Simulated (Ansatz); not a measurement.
Wanted: the native input for an Ansatz 0.2.0 run.

```
Task                : single point
Functional          : PBE
Potentials or basis : Ansatz PAW
Cutoff              : 420 eV (not typed: the program's choice for these potentials)
k mesh              : 12 × 12 × 6
Occupations         : fermi-dirac, width 0.05 eV
Spin                : collinear spin, ferromagnetic start
Starting moments    : [3.5, 3.5] μB
```

V:

```
CELL_PARAMETERS angstrom
2.60429 0.00000 0.00000
-1.30215 2.25538 0.00000
0.00000 0.00000 4.72334
ATOMIC_POSITIONS crystal
V 0.33333 0.66667 0.25000
V 0.66667 0.33333 0.75000
```

This isn't the form of V at room conditions, which is bcc.

One way to write it, as run:

input.yaml

```yaml
crystal:
  lattice:
    - [2.6042941027, 0.0, 0.0]
    - [-1.3021470513, 2.2553848518, 0.0]
    - [0.0, 0.0, 4.723336]
  atoms:
    - { symbol: V, position: [0.3333333333, 0.6666666667, 0.25], spin: 3.5 }
    - { symbol: V, position: [0.6666666667, 0.3333333333, 0.75], spin: 3.5 }
hamiltonian:
  xc: pbe
  pseudopotentials: { kind: paw }
magnetization:
  spin_polarized: true
kpoints:
  mp_grid: { grid: [12, 12, 6] }
scf:
  occupations: { method: fermi_dirac, width: 0.05 }
output:
  forces: true
  stress: true
  eigenvalues: true
```

Potentials or basis: Ansatz PAW.

Command:

```console
$ ansatz run input.yaml --threads 2 --pin off --max-ram 5632MiB --backend cpu --events-out ev --progress --plain --runs-dir out
```

Results of the run:

```
Pressure               : -0.5 GPa
Band gap on the k mesh : none (metal or under the smearing width)
Net moment             : 0.00 μB per cell
Absolute moment        : 0.00 μB per cell
```

Caveat: the starting moments weren't kept.

Wall time 4.3 s on 2 threads of Arm Neoverse V1, on a shared host, peak memory 0.37 GiB.
